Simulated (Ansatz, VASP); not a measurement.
**One calculation of AgCl, two programs**

```
CELL_PARAMETERS angstrom
0.00000 2.77315 2.68996
2.77315 0.00000 2.68996
2.77315 2.77315 0.00000
ATOMIC_POSITIONS crystal
Ag 0.50000 0.50000 0.50000
Cl 0.00000 0.00000 0.00000
```

Change from the starting cell: strain +0.000 along x and y, -0.030 along z, atoms carried along.

Alike in both runs: task single point; functional PBEsol; k mesh 8 × 8 × 8; occupations gaussian, width 0.05 eV; no spin polarisation.

|  | VASP | Ansatz |
| --- | --- | --- |
| version | VASP 6.6.1 | Ansatz 0.2.0 |
| potentials or method | VASP PAW PBE potentials, release 64 (Ag, Cl) | scalar-relativistic, plane waves, PAW |
| plane-wave cutoff (eV) | 520 | 420 |
| valence electrons in the cell | 18 | 26 |

|  | VASP | Ansatz | Ansatz less VASP |
| --- | --- | --- | --- |
| gap on the k mesh at the Fermi level (eV) | 0.64 | 0.64 | +0.003 |
| least direct gap on the mesh (eV) | 3.15 | 3.15 | +0.002 |
| pressure (GPa) | -1.3 | -1.2 | +0.10 |
| largest component of the traceless stress (GPa) | 0.46 | 0.47 | +0.009 |

The two sets of potentials don't hold the same shells in valence.

Caveats: the PAW data sets were made with another functional, which shifts forces and pressure a little (VASP). A k mesh can miss the band edges.
